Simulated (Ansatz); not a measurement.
# Barrier of one jump, H in Ta

All numbers below come from DFT PBE, scalar-relativistic, plane waves, PAW (Ansatz). Settings: 420 eV cutoff, 4×4×4 k-mesh, shifted by half a step, Gaussian smearing of 0.10 eV, no spin polarisation.

In a supercell of 16 host sites, interstitial H hops to an equivalent place, moving 1.18 Å between the relaxed ends. Climbing-image nudged elastic band at fixed cell with images 0 (start) to 6 (end), the path measured over all atoms, converged to 0.05 eV/Å; the order of the saddle wasn't checked, and the small cell leaves errors of about a tenth of an eV. Zero-point motion and tunnelling, which matter for H, are left out.

Spin-orbit coupling is left out, which matters for the bands and energies of heavy elements.

Command:

```bash
ansatz run input.yaml --threads 4 --pin off --max-ram 8192MiB --backend cpu --events-out ev --progress --plain --runs-dir out
```

Input:

```yaml
crystal:
  lattice:
    - [6.6381247865, 0.0, 0.0]
    - [0.0, 6.6381247865, 0.0]
    - [0.0, 0.0, 6.6381247865]
  atoms:
    - { symbol: Ta, position: [-0.0079644863, -0.0051759768, 2.31097e-05] }
    - { symbol: Ta, position: [0.5079473249, -0.0051620962, 1.99125e-05] }
    - { symbol: Ta, position: [-0.0006370936, 0.5016800826, -2.1295e-06] }
    - { symbol: Ta, position: [0.0010947806, 0.0005055112, 0.4999901448] }
    - { symbol: Ta, position: [0.2499918914, 0.2551445183, 0.2579143534] }
    - { symbol: Ta, position: [0.5006343959, 0.5016778588, -5.0489e-06] }
    - { symbol: Ta, position: [0.4988989955, 0.0005082369, 0.4999890534] }
    - { symbol: Ta, position: [0.7500038372, 0.2494944888, 0.2489104174] }
    - { symbol: Ta, position: [-0.0007731534, 0.5008836234, 0.5000061783] }
    - { symbol: Ta, position: [0.2499983585, 0.7482385866, 0.2507093943] }
    - { symbol: Ta, position: [0.2499990359, 0.2551125727, 0.7420940059] }
    - { symbol: Ta, position: [0.5007756085, 0.5008805734, 0.5000021295] }
    - { symbol: Ta, position: [0.7499957117, 0.7491189277, 0.2507653485] }
    - { symbol: Ta, position: [0.7500033242, 0.2494768403, 0.7511168115] }
    - { symbol: Ta, position: [0.2500009641, 0.7482595904, 0.7492965517] }
    - { symbol: Ta, position: [0.7500010691, 0.749130663, 0.7492050907] }
    - { symbol: H, position: [0.2499899877, 0.1247830502, 3.42546e-05] }
basis:
  ecutwfc: 420
  xc_grid: 2
kpoints:
  mp_grid: { grid: [4, 4, 4], shift: [0.5, 0.5, 0.5] }
hamiltonian:
  xc: pbe
scf:
  occupations: { method: gaussian, width: 0.1 }
output:
  forces: true
neb:
  images: 5
  f_tol: 0.05
  max_iterations: 70
  order_check: false
  final_atoms:
    - { symbol: Ta, position: [-0.0051759768, -0.0079644863, 2.31097e-05] }
    - { symbol: Ta, position: [0.5016800826, -0.0006370936, -2.1295e-06] }
    - { symbol: Ta, position: [-0.0051620962, 0.5079473249, 1.99125e-05] }
    - { symbol: Ta, position: [0.0005055112, 0.0010947806, 0.4999901448] }
    - { symbol: Ta, position: [0.2551445183, 0.2499918914, 0.2579143534] }
    - { symbol: Ta, position: [0.5016778588, 0.5006343959, -5.0489e-06] }
    - { symbol: Ta, position: [0.5008836234, -0.0007731534, 0.5000061783] }
    - { symbol: Ta, position: [0.7482385866, 0.2499983585, 0.2507093943] }
    - { symbol: Ta, position: [0.0005082369, 0.4988989955, 0.4999890534] }
    - { symbol: Ta, position: [0.2494944888, 0.7500038372, 0.2489104174] }
    - { symbol: Ta, position: [0.2551125727, 0.2499990359, 0.7420940059] }
    - { symbol: Ta, position: [0.5008805734, 0.5007756085, 0.5000021295] }
    - { symbol: Ta, position: [0.7491189277, 0.7499957117, 0.2507653485] }
    - { symbol: Ta, position: [0.7482595904, 0.2500009641, 0.7492965517] }
    - { symbol: Ta, position: [0.2494768403, 0.7500033242, 0.7511168115] }
    - { symbol: Ta, position: [0.749130663, 0.7500010691, 0.7492050907] }
    - { symbol: H, position: [0.1247830502, 0.2499899877, 3.42546e-05] }
```

Course of the band:

| iteration | largest band force (eV/Å) | climbing image | energies over image 0 (eV) |
| --- | --- | --- | --- |
| 1 | 0.583 | none | 0.000 0.073 0.187 0.238 0.187 0.073 0.000 |
| 2 | 0.811 | none | 0.000 0.116 0.256 0.319 0.256 0.116 0.000 |
| 3 | 0.241 | 3 | 0.000 0.050 0.150 0.198 0.150 0.050 0.000 |
| 4 | 0.019 | 3 | 0.000 0.050 0.149 0.196 0.149 0.050 0.000 |

Final band:

| image | path (Å) | E − E(0) (eV) | H x (Å) | H y (Å) | H z (Å) | force on H (eV/Å) |
| --- | --- | --- | --- | --- | --- | --- |
| 0 | 0.00 | 0.000 | 1.659 | 0.828 | 0.000 | 0.00 |
| 1 | 0.20 | 0.050 | 1.557 | 0.990 | 0.000 | 0.45 |
| 2 | 0.39 | 0.149 | 1.421 | 1.137 | 0.000 | 0.43 |
| 3 | 0.59 | 0.196 | 1.279 | 1.279 | 0.000 | 0.01 |
| 4 | 0.79 | 0.149 | 1.137 | 1.421 | 0.000 | 0.43 |
| 5 | 0.98 | 0.050 | 0.990 | 1.557 | 0.000 | 0.45 |
| 6 | 1.18 | 0.000 | 0.828 | 1.659 | 0.000 | 0.00 |

Barrier 0.20 eV. The run took 22 min on 4 threads of Arm Neoverse V1, on a shared host, peak memory 4.5 GiB.